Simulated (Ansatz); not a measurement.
Rock-salt LiI

Calculation: r²SCAN in Ansatz (plane waves, PAW).

Settings: plane-wave cutoff 500 eV, 6×6×1 k mesh (along the axes of the cell as run), gaussian smearing 0.02 eV, scalar-relativistic PAW data made under PBE.

Cell: relaxed at this level.

```
Property                             Result
--------------------------------  ---------
surface energy of the (100) face  0.11 J/m²
ionisation potential of the slab    6.39 eV
```

The slab of 8 atoms is relaxed and unreconstructed.

Spin–orbit coupling is not included.

The computed numbers hold no vibrational or temperature effects.

It cost roughly 2.6 core-minutes of CPU time.

Ansatz is a quantum-chemistry and plane-wave program.
